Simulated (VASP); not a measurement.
# Rb: molecular dynamics with a thermostat

Rb, P1 (no. 1), 8 atoms in the cell. PBE, molecular dynamics; PAW potentials Rb_pv (PBE set).

Ensemble: Nose-Hoover; Target temperature (K): 1000.

## Input

INCAR:
```
ALGO = Fast ; EDIFF = 1E-6
ENCUT = 200 ; GGA = PE
IBRION = 0 ; ISIF = 2
ISMEAR = -1 ; ISYM = 0
KPAR = 2 ; LASPH = True
LCHARG = False ; LREAL = Auto
LWAVE = False ; MDALGO = 2
NELM = 60 ; NELMIN = 4
NSW = 60 ; POTIM = 3.0
PREC = Normal ; RANDOM_SEED = 770359 0 0
SIGMA = 0.05 ; SMASS = 0
TEBEG = 1000
```

KPOINTS:
```
k-points
0
Monkhorst-Pack
  2 2 1
```

POSCAR:
```
Rb
1.0
    8.1812498199      0.0000000000      0.0000000000
   -0.0574086054      8.2126368652      0.0000000000
   -3.9256425371     -4.1175700580     11.2445477916
Rb
8
Direct
    0.9329232600      0.1841610400      0.3762794600
    0.3090702400      0.0583782000      0.1249877800
    0.0651732900      0.8082069700      0.6222533500
    0.5598868800      0.3087070600      0.6264579600
    0.1854672400      0.4338656300      0.8751511400
    0.4407243100      0.6842852400      0.3746881300
    0.6869370400      0.9347040400      0.8766092500
    0.8132287500      0.5592068300      0.1252189500
```

Commands:
```
cat potpaw_PBE.64/Rb_pv/POTCAR > POTCAR
mpirun -np 2 vasp_std > vasp.out
```

## Result

- Mean temperature (K): 976
- Spread of the conserved energy (meV/atom): 0.19
- Rise of the mean potential energy above the start (meV/atom): 50.0
- Electronic steps per ionic step after the first: 4.1

Course of the run:

| Time (fs) | Temperature (K) | Potential energy less the first (meV/atom) | Conserved energy less the first (meV/atom) |
|---|---|---|---|
| 3 | 1000 | 0.0 | 0.00 |
| 18 | 993 | 0.8 | -0.01 |
| 30 | 979 | 2.8 | 0.01 |
| 45 | 957 | 7.1 | 0.02 |
| 57 | 944 | 12.1 | 0.03 |
| 72 | 937 | 20.4 | 0.04 |
| 84 | 941 | 28.9 | 0.05 |
| 99 | 954 | 42.1 | 0.07 |
| 111 | 968 | 54.8 | 0.08 |
| 126 | 982 | 73.3 | 0.09 |
| 138 | 988 | 89.6 | 0.11 |
| 153 | 997 | 110.9 | 0.14 |
| 165 | 1010 | 127.5 | 0.16 |
| 180 | 1046 | 145.8 | 0.18 |

REPORT:
```
MDALGO =   2
               SCALING =       0
                 CNEXP =     9.000   14.000
           RANDOM_SEED =            770359                0                0

   original number of atomic DOF:         21
   number of independent constraints:      0
   number of active DOF:                  21

========================================
         MD step No.       1
========================================

  Atomic velocities initialized by STEP_tb

  >Energies
                    E_tot             E_pot             E_kin               EPS                ES
   e_b>   -0.58131182E+01   -0.67179666E+01    0.90484839E+00    0.00000000E+00    0.00000000E+00

  >Temperature
               T_sim     T_inst
   tmprt>   1000.000   1000.025

  >Thermostat:
           s(n+1) sdot(n+1)      s(n)   sdot(n)        Qs
   s_b>   0.00000   0.00000   0.00000   0.00000   0.19030

           RANDOM_SEED =            770359               48                0

[... steps left out ...]

========================================
         MD step No.      60
========================================

  >Energies
                    E_tot             E_pot             E_kin               EPS                ES
   e_b>   -0.58116699E+01   -0.55516393E+01    0.94642464E+00    0.24361210E-01   -0.12308165E+01

  >Temperature
               T_sim     T_inst
   tmprt>   1000.000   1045.975

  >Thermostat:
           s(n+1) sdot(n+1)      s(n)   sdot(n)        Qs
   s_b>  -0.69805  -0.01760  -0.68014  -0.01823   0.19030

           RANDOM_SEED =            770359               48                0
```

OSZICAR:
```
N       E                     dE             d eps       ncg     rms          rms(c)
DAV:   1     0.897629663214E+02    0.89763E+02   -0.14804E+04   196   0.598E+02
DAV:   2    -0.431035253303E+01   -0.94073E+02   -0.93780E+02   159   0.131E+02
DAV:   3    -0.664783320088E+01   -0.23375E+01   -0.22302E+01   143   0.152E+01
DAV:   4    -0.669796674394E+01   -0.50134E-01   -0.50084E-01   152   0.179E+00
DAV:   5    -0.669816309143E+01   -0.19635E-03   -0.19634E-03   143   0.149E-01    0.465E+00
RMM:   6    -0.670711781670E+01   -0.89547E-02   -0.91136E-03   132   0.405E-01    0.287E+00
RMM:   7    -0.671702887444E+01   -0.99111E-02   -0.25254E-02   132   0.693E-01    0.124E-01
RMM:   8    -0.671782085536E+01   -0.79198E-03   -0.12390E-03   134   0.169E-01    0.382E-02
RMM:   9    -0.671796125572E+01   -0.14040E-03   -0.18685E-04   141   0.698E-02    0.957E-03
RMM:  10    -0.671796507542E+01   -0.38197E-05   -0.55103E-05   148   0.278E-02    0.619E-03
RMM:  11    -0.671796672843E+01   -0.16530E-05   -0.79470E-06    96   0.108E-02    0.160E-03
RMM:  12    -0.671796658670E+01    0.14172E-06   -0.10483E-06    81   0.369E-03
[... left out ...]
     58 T=  1029. E= -.58117635E+01 F= -.56065957E+01 E0= -.55582910E+01  EK= 0.93104E+00 SP= -.12E+01 SK= 0.27E-01
     59 T=  1037. E= -.58117103E+01 F= -.55784151E+01 E0= -.55306197E+01  EK= 0.93833E+00 SP= -.12E+01 SK= 0.26E-01
[... last step whole ...]
       N       E                     dE             d eps       ncg     rms          rms(c)
DAV:   1    -0.555160803510E+01    0.26807E-01   -0.14911E-03   167   0.493E-01    0.724E-03
RMM:   2    -0.555163675445E+01   -0.28719E-04   -0.29022E-04   140   0.546E-02    0.306E-03
RMM:   3    -0.555163903528E+01   -0.22808E-05   -0.20775E-05   118   0.193E-02    0.733E-04
RMM:   4    -0.555163927003E+01   -0.23475E-06   -0.23490E-06    75   0.696E-03
     60 T=  1046. E= -.58116699E+01 F= -.55516393E+01 E0= -.55043528E+01  EK= 0.94642E+00 SP= -.12E+01 SK= 0.24E-01
```

Limits: 180 fs of 8 atoms are too short for converged averages.

VASP 6.6.1 took 306 s on 2 cores (Intel Xeon Platinum 8259CL @ 2.50GHz (Skylake/Cascade Lake)), a shared host.
